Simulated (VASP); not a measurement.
# KCl (Sylvite) (Fm-3m) in VASP: settings compared

KCl (Sylvite) is run at these levels: r2SCAN, PBEsol; tasks: single point.

Program: VASP 6.6.1. These are calculated values, not measurements. Logs are shortened: lines on timing, memory, paths and dates and some standing lists are left out, and cuts for length are marked.

**What was measured.**

A printed reference work, monograph reports, for a bulk crystal of KCl: band gap 8.68 eV.

The results are compared with them further down.

### 1 The cell of the first run

It takes space group Fm-3m (No. 225, cubic). Conventional cell: a = 6.208 Å, b = 6.208 Å, c = 6.208 Å, α = 90.00°, β = 90.00°, γ = 90.00°. Within 4.1 Å of K (site symmetry m-3m) lie 6 Cl at 3.10 Å. Cl (site symmetry m-3m) has 6 K at 3.10 Å within 4.1 Å.

### 2 Single point, r2SCAN

The input, POSCAR:

```
KCl
1.0
    0.0000000000      3.1039449222      3.1039449222
    3.1039449222      0.0000000000      3.1039449222
    3.1039449222      3.1039449222      0.0000000000
K Cl
1 1
Direct
    0.0000000000      0.0000000000      0.0000000000
    0.5000000000      0.5000000000      0.5000000000
```

The input, INCAR.step1:

```
SYSTEM = KCl
ALGO = Normal
EDIFF = 1E-4
ENCUT = 520
GGA = PE
ISMEAR = -1
LASPH = .TRUE.
LCHARG = .FALSE.
LREAL = .FALSE.
LWAVE = .TRUE.
NBANDS = 15
NELM = 60
PREC = Accurate
SIGMA = 0.05
```

The input, INCAR.step2:

```
SYSTEM = KCl
ALGO = Normal
EDIFF = 1E-7
ENCUT = 520
ISIF = 2
ISMEAR = -1
ISTART = 1
LASPH = .TRUE.
LCHARG = .FALSE.
LMIXTAU = .TRUE.
LREAL = .FALSE.
LWAVE = .FALSE.
METAGGA = R2SCAN
NBANDS = 15
NELM = 60
PREC = Accurate
SIGMA = 0.05
```

The input, KPOINTS:

```
k-points
0
G
  7 7 7
  0 0 0
```

Potentials or basis: VASP PAW PBE potentials, release 64 (K_sv, Cl).

The run is started by

```console
$ cat potpaw_PBE.64/K_sv/POTCAR potpaw_PBE.64/Cl/POTCAR > POTCAR
$ cp INCAR.step1 INCAR
$ mpirun -np 1 vasp_std > vasp.out
$ cp INCAR.step2 INCAR
$ mpirun -np 1 vasp_std > vasp.out
```

OUTCAR:

```text
SYSTEM = KCl
   EDIFF = 1E-7
   ENCUT = 520
   ISIF = 2
   ISMEAR = -1
   ISTART = 1
   LASPH = .TRUE.
   LREAL = .FALSE.
   METAGGA = R2SCAN
   NELM = 60
   PREC = Accurate

 ion  position               nearest neighbor table
   1  0.000  0.000  0.000-   2 3.10   2 3.10   2 3.10   2 3.10   2 3.10   2 3.10
   2  0.500  0.500  0.500-   1 3.10   1 3.10   1 3.10   1 3.10   1 3.10   1 3.10

  LATTYP: Found a face centered cubic cell.
 ALAT       =     6.2078898444

  Lattice vectors:

 A1 = (   0.0000000000,   3.1039449222,   3.1039449222)
 A2 = (   3.1039449222,   0.0000000000,   3.1039449222)
 A3 = (   3.1039449222,   3.1039449222,   0.0000000000)

Analysis of symmetry for initial positions (statically):
=====================================================================
 Subroutine PRICEL returns:
 Original cell was already a primitive cell.

 Routine SETGRP: Setting up the symmetry group for a
 face centered cubic supercell.

 Subroutine GETGRP returns: Found 48 space group operations
 (whereof 48 operations were pure point group operations)
 out of a pool of 48 trial point group operations.

The static configuration has the point symmetry O_h .

Analysis of symmetry for dynamics (positions and initial velocities):
=====================================================================
 Subroutine PRICEL returns:
 Original cell was already a primitive cell.

 Routine SETGRP: Setting up the symmetry group for a
 face centered cubic supercell.

 Subroutine GETGRP returns: Found 48 space group operations
 (whereof 48 operations were pure point group operations)
 out of a pool of 48 trial point group operations.

The dynamic configuration has the point symmetry O_h .

 Subroutine INISYM returns: Found 48 space group operations
 (whereof 48 operations are pure point group operations),
 and found     1 'primitive' translations

----------------------------------------------------------------------------------------

                                     Primitive cell

  volume of cell :      59.8098

  direct lattice vectors                    reciprocal lattice vectors
     0.000000000  3.103944922  3.103944922    -0.161085333  0.161085333  0.161085333
     3.103944922  0.000000000  3.103944922     0.161085333 -0.161085333  0.161085333
     3.103944922  3.103944922  0.000000000     0.161085333  0.161085333 -0.161085333

  length of vectors
     4.389641006  4.389641006  4.389641006     0.279007980  0.279007980  0.279007980

  position of ions in fractional coordinates (direct lattice)
[... 8 lines left out ...]
----------------------------------------------------------------------------------------

 KPOINTS: k-points

Automatic generation of k-mesh.
 Grid dimensions read from file:
 generate k-points for:    7    7    7

 Generating k-lattice:

  Cartesian coordinates                     Fractional coordinates (reciprocal lattice)
    -0.023012190  0.023012190  0.023012190     0.142857143  0.000000000  0.000000000
     0.023012190 -0.023012190  0.023012190     0.000000000  0.142857143  0.000000000
     0.023012190  0.023012190 -0.023012190     0.000000000  0.000000000  0.142857143

  Length of vectors
     0.039858283  0.039858283  0.039858283

  Shift w.r.t. Gamma in fractional coordinates (k-lattice)
     0.000000000  0.000000000  0.000000000

 Subroutine IBZKPT returns following result:
 ===========================================

 Found     20 irreducible k-points:

 Following reciprocal coordinates:
            Coordinates               Weight
  0.000000  0.000000  0.000000      1.000000
  0.142857  0.000000  0.000000      8.000000
  0.285714  0.000000  0.000000      8.000000
  0.428571  0.000000  0.000000      8.000000
  0.142857  0.142857  0.000000      6.000000
  0.285714  0.142857  0.000000     24.000000
[... 12 lines left out ...]
 -0.428571  0.428571  0.142857     24.000000
 -0.285714  0.428571  0.142857     24.000000
   k-points           NKPTS =     20   k-points in BZ     NKDIM =     20   number of bands    NBANDS=     15
   number of dos      NEDOS =    301   number of ions     NIONS =      2
   total plane-waves  NPLWV =  46656
   dimension x,y,z NGX =    36 NGY =   36 NGZ =   36
   dimension x,y,z NGXF=    72 NGYF=   72 NGZF=   72
   ions per type =               1   1
   NGX,Y,Z   is equivalent  to a cutoff of  13.63, 13.63, 13.63 a.u.
   NGXF,Y,Z  is equivalent  to a cutoff of  27.27, 27.27, 27.27 a.u.
 SYSTEM =  KCl
   PREC   = accura    normal or accurate (medium, high low for compatibility)
   ISTART =      1    job   : 0-new  1-cont  2-samecut
   ICHARG =      0    charge: 1-file 2-atom 10-const
   ISPIN  =      1    spin polarized calculation?
   LNONCOLLINEAR =      F non collinear calculations
   LSORBIT =      F    spin-orbit coupling
   LASPH  =      T    aspherical Exc in radial PAW
   ENCUT  =  520.0 eV  38.22 Ry    6.18 a.u.   8.16  8.16  8.16*2*pi/ulx,y,z
   NELM   =     60;   NELMIN=  2; NELMDL=  0     # of ELM steps
   EDIFF  = 0.1E-06   stopping-criterion for ELM
   LREAL  =      F    real-space projection
   EDIFFG = 0.1E-05   stopping-criterion for IOM
   NSW    =      0    number of steps for IOM
   IBRION =     -1    ionic relax: 0-MD 1-quasi-New 2-CG
   NFREE  =      0    steps in history (QN), initial steepest desc. (CG)
   ISIF   =      2    stress and relaxation
   ISYM   =      2    0-nonsym 1-usesym 2-fastsym
   POTIM  = 0.5000    time-step for ionic-motion
   TEBEG  =    0.0;   TEEND  =   0.0 temperature during run
   PSTRESS=    0.0 pullay stress
   NELECT =      16.0000    total number of electrons
   NUPDOWN=      -1.0000    fix difference up-down
   EMIN   =  10.00;   EMAX   =-10.00  energy-range for DOS
   EFERMI =   0.00;   METHOD = LEGACY
   ISMEAR =    -1;   SIGMA  =   0.05  broadening in eV -4-tet -1-fermi 0-gaus
   EFERMI_NEDOS =   21; number of points for ismear=-14 and -15
   IALGO  =     38    algorithm
   IMIX   =      4    mixing-type and parameters
     AMIX     =   0.40;   BMIX     =  1.00
     AMIX_MAG =   1.60;   BMIX_MAG =  1.00
  volume/ion in A,a.u.               =      29.90       201.81
  Fermi-wavevector in a.u.,A,eV,Ry     =   1.054850  1.993378 15.139326  1.112709
  Thomas-Fermi vector in A             =   2.190026
   LORBIT       =      0    0 simple, 1 ext, 2 COOP (PROOUT), +10 PAW based schemes
   METAGGA = R2SCAN    functional components
   LHFCALC =     F    Hartree Fock is set to
   AEXX    =    0.0000 exact exchange contribution
   IVDW    =     0    specifies the selected vdW correction
   LEPSILON=     F    determine dielectric tensor
   LRPA    =     F    only Hartree local field effects (RPA)
 non-spin polarized calculation
  energy-cutoff  :      520.00
  volume of cell :       59.81
 maximum number of plane-waves:      1639
 NGX is ok and might be reduce to    36
   NGX = 17   NGY = 17   NGZ = 17

 number of electron      16.0000002 magnetization

 Free energy of the ion-electron system (eV)
  ---------------------------------------------------
  ext. energy  EPLUGINS =         0.00000000
  ---------------------------------------------------
  free energy    TOTEN  =       -16.49936496 eV

  energy without entropy =      -16.49936496  energy(sigma->0) =      -16.49936496

 E-fermi :  -1.0212     XC(G=0):  -8.1379

 val. band max:       -2.0975599646   @ k =   0.0000   0.0000   0.0000
 cond. band min:       3.8810088763   @ k =   0.0000   0.0000   0.0000
 fundamental gap:      5.9785688408
 Fermi energy:        -1.0212100401

 k-point     1 :       0.0000    0.0000    0.0000
  band No.  band energies     occupation
      1     -30.2682      2.00000
      2     -14.8162      2.00000
      3     -12.9606      2.00000
      4     -12.9606      2.00000
      5     -12.9606      2.00000
      6      -2.0976      2.00000
      7      -2.0976      2.00000
      8      -2.0976      2.00000
      9       3.8810      0.00000
     10       6.9502      0.00000
     11       6.9502      0.00000
     12       6.9502      0.00000
     13       8.0173      0.00000
     14       8.0173      0.00000
     15      11.4272      0.00000

 k-point     2 :       0.1429    0.0000    0.0000
  band No.  band energies     occupation
      1     -30.2658      2.00000
      2     -14.8532      2.00000
      3     -12.9623      2.00000
      4     -12.9623      2.00000
      5     -12.9111      2.00000
      6      -2.3491      2.00000
      7      -2.1683      2.00000
      8      -2.1683      2.00000
      9       4.3787      0.00000
     10       6.7757      0.00000
     11       7.2267      0.00000
     12       7.2267      0.00000
     13       8.3225      0.00000
     14       8.3225      0.00000
     15      12.2614      0.00000

 k-point     3 :       0.2857    0.0000    0.0000
  band No.  band energies     occupation
      1     -30.2603      2.00000
      2     -14.9305      2.00000
      3     -12.9661      2.00000
      4     -12.9661      2.00000
      5     -12.8054      2.00000
      6      -2.8346      2.00000
      7      -2.3204      2.00000
      8      -2.3204      2.00000
      9       5.4301      0.00000
     10       6.7474      0.00000
     11       8.0025      0.00000
     12       8.0025      0.00000
     13       9.1373      0.00000
     14       9.1373      0.00000
     15      12.3047      0.00000
[... 271 lines left out ...]
 k-point    19 :      -0.4286    0.4286    0.1429
  band No.  band energies     occupation
      1     -30.2522      2.00000
      2     -14.7879      2.00000
      3     -13.0750      2.00000
      4     -13.0396      2.00000
      5     -12.9197      2.00000
      6      -2.7813      2.00000
      7      -2.4789      2.00000
      8      -2.4328      2.00000
      9       5.5459      0.00000
     10       7.3159      0.00000
     11       8.3616      0.00000
     12       9.4637      0.00000
     13       9.6301      0.00000
     14      10.3740      0.00000
     15      10.9699      0.00000

 k-point    20 :      -0.2857    0.4286    0.1429
  band No.  band energies     occupation
      1     -30.2518      2.00000
      2     -14.8154      2.00000
      3     -13.0810      2.00000
      4     -13.0398      2.00000
      5     -12.8695      2.00000
      6      -2.7147      2.00000
      7      -2.6330      2.00000
      8      -2.4868      2.00000
      9       6.2185      0.00000
     10       6.9853      0.00000
     11       8.5464      0.00000
     12       8.8724      0.00000
     13      10.2378      0.00000
     14      10.4876      0.00000
     15      11.4096      0.00000

------------------------ aborting loop because EDIFF is reached ----------------------------------------

  FORCE on cell =-STRESS in cart. coord.  units (eV):
  Direction    XX          YY          ZZ          XY          YZ          ZX
  --------------------------------------------------------------------------------------
  -------------------------------------------------------------------------------------
  Total        0.3157984      0.3157984      0.3157984      0.0000000      0.0000000      0.0000000
  in kB        8.4595729      8.4595729      8.4595729      0.0000000      0.0000000      0.0000000
  external PRESSURE =       8.4595729 kB  Pullay stress =       0.0000000 kB

 VOLUME and BASIS-vectors are now :
 -----------------------------------------------------------------------------
  energy-cutoff  :      520.00
  volume of cell :       59.81
      direct lattice vectors                 reciprocal lattice vectors
     0.000000000  3.103944922  3.103944922    -0.161085333  0.161085333  0.161085333
     3.103944922  0.000000000  3.103944922     0.161085333 -0.161085333  0.161085333
     3.103944922  3.103944922  0.000000000     0.161085333  0.161085333 -0.161085333

 POSITION                                       TOTAL-FORCE (eV/Angst)
 -----------------------------------------------------------------------------------
      0.00000      0.00000      0.00000        -0.000000     -0.000000     -0.000000
      3.10394      3.10394      3.10394         0.000000      0.000000      0.000000
 -----------------------------------------------------------------------------------
    total drift:                                0.000000      0.000000      0.000000

  FREE ENERGIE OF THE ION-ELECTRON SYSTEM (eV)
  ---------------------------------------------------
  free  energy   TOTEN  =       -16.4993649572 eV

  energy  without entropy=      -16.4993649571  energy(sigma->0) =      -16.49936496
```

It took 85 s on 1 thread of Intel Xeon 6975P-C (Granite Rapids), shared host; peak memory 0.21 GiB.

What came out:

```
Free energy            : -16.4994 eV
Pressure               : 0.8 GPa
Band gap on the k mesh : 5.98 eV, direct
```

Caveat: the PAW data sets were made with another functional, which shifts forces and pressure a little.

### 3 Single point, r2SCAN

This run uses another cell than the first one, of 30.53 Å³/atom, 1.021 times its volume.

The input, POSCAR:

```
KCl
1.0
    0.0000000000      3.1253521154      3.1253521154
    3.1253521154      0.0000000000      3.1253521154
    3.1253521154      3.1253521154      0.0000000000
K Cl
1 1
Direct
    0.0000000000      0.0000000000      0.0000000000
    0.5000000000      0.5000000000      0.5000000000
```

INCAR.step1 is that of step 2.

Edit INCAR.step2 of step 2 so:

```diff
@@ -2,3 +2,3 @@
 ALGO = Normal
-EDIFF = 1E-7
+EDIFF = 1E-6
 ENCUT = 520
```

KPOINTS is that of step 2.

Potentials or basis: VASP PAW PBE potentials, release 64 (K_sv, Cl).

The run is started by

```console
$ cat potpaw_PBE.64/K_sv/POTCAR potpaw_PBE.64/Cl/POTCAR > POTCAR
$ cp INCAR.step1 INCAR
$ mpirun -np 1 vasp_std > vasp.out
$ cp INCAR.step2 INCAR
$ mpirun -np 1 vasp_std > vasp.out
```

Wall time 78 s (1 thread of Intel Xeon 6975P-C (Granite Rapids), shared host); peak memory 0.21 GiB.

Results (log left out):

```
Free energy            : -16.5047 eV
Pressure               : 0.4 GPa
Band gap on the k mesh : 5.90 eV, direct
```

Levels at points of the mesh, in eV from the valence-band top:
```
           k point  band 6  band 7  band 8  band 9  band 10  band 11
(0.00, 0.00, 0.00)    0.00    0.00    0.00    5.90     9.04     9.04
```

Caveat: the PAW data sets were made with another functional, which shifts forces and pressure a little.

### 4 Single point, PBEsol

This run uses another cell than the first one, of 31.15 Å³/atom, 1.042 times its volume.

The input, INCAR:

```
SYSTEM = KCl
PREC = Accurate ; ENCUT = 520
EDIFF = 1E-6 ; ISMEAR = -1
SIGMA = 0.05 ; LREAL = .False.
LASPH = .True. ; NELM = 60
ALGO = Normal ; ISIF = 2
LWAVE = .False. ; LCHARG = .False.
GGA = PS ; NBANDS = 15
```

The input, KPOINTS:

```
Automatic mesh
0
Gamma
  6 6 6
  0 0 0
```

The input, POSCAR:

```
KCl
1.0
    0.0000000000      3.1464700000      3.1464700000
    3.1464700000      0.0000000000      3.1464700000
    3.1464700000      3.1464700000      0.0000000000
K Cl
1 1
Direct
    0.0000000000      0.0000000000      0.0000000000
    0.5000000000      0.5000000000      0.5000000000
```

The run is started by

```console
$ cat potpaw_PBE.64/K_sv/POTCAR potpaw_PBE.64/Cl/POTCAR > POTCAR
$ mpirun -np 1 vasp_std > vasp.out
```

Run time: 25 s. Hardware: 1 thread of Intel Xeon Platinum 8259CL at 2.50GHz (Skylake/Cascade Lake), shared host; peak memory 0.2 GiB.

The run converged. Its results:

```
Free energy            : -7.0220 eV
Pressure               : -0.4 GPa
Band gap on the k mesh : 5.02 eV, direct
```

Levels at points of the mesh, in eV from the valence-band top:
| k point | band 4 | band 5 | band 6 | band 7 | band 8 | band 9 | band 10 | band 11 | band 12 | band 13 |
| --- | --- | --- | --- | --- | --- | --- | --- | --- | --- | --- |
| (0.00, 0.00, 0.00) | -10.57 | -10.57 | 0.00 | 0.00 | 0.00 | 5.02 | 8.29 | 8.29 | 8.29 | 9.18 |
| (0.50, 0.00, 0.00) | -10.58 | -10.33 | -1.09 | -0.33 | -0.33 | 7.43 | 8.49 | 10.48 | 10.48 | 11.30 |
| (0.50, 0.50, 0.00) | -10.63 | -10.63 | -0.68 | -0.23 | -0.23 | 6.40 | 8.23 | 9.90 | 10.19 | 10.57 |

Caveat: the PAW data sets were made with another functional, which shifts forces and pressure a little.

### 5 The runs side by side

| level | cell | k mesh | gap on the mesh (eV) | pressure (GPa) |
| --- | --- | --- | --- | --- |
| r2SCAN | a = 4.390 Å, angles 60.0°, 2 atoms | 7 × 7 × 7 | 5.98 | 0.8 |
| r2SCAN | a = 4.420 Å, angles 60.0°, 2 atoms | 7 × 7 × 7 | 5.90 | 0.4 |
| PBEsol | a = 4.450 Å, angles 60.0°, 2 atoms | 6 × 6 × 6 | 5.02 | -0.4 |

Alike in all rows: task single point; potentials or basis VASP PAW PBE potentials, release 64 (K_sv, Cl); no spin polarisation; cutoff (eV) 520; smearing fermi-dirac 0.05 eV.

Caveats: the PAW data sets were made with another functional, which shifts forces and pressure a little.

Total energies depend on the potentials used, so only differences within one code and one set of settings carry meaning.

### 6 Comparison with measurements

Step 2. Measured gap of KCl: 8.68 eV (a printed reference work, monograph). This calculation gives 5.98 eV (-2.70 eV). The value is that of r2SCAN on a finite k mesh, which can miss the band edges, without temperature or zero-point motion.

Step 3. Against the measured gap of KCl, 8.68 eV (a printed reference work, monograph), the calculated 5.90 eV is off by -2.78 eV. The value is that of r2SCAN on a finite k mesh, which can miss the band edges, without temperature or zero-point motion.

Step 4. Measured gap of KCl: 8.68 eV (a printed reference work, monograph). This calculation gives 5.02 eV (-3.66 eV). The value is that of PBEsol, without temperature or zero-point motion. Semilocal functionals fall short of measured gaps as a rule.
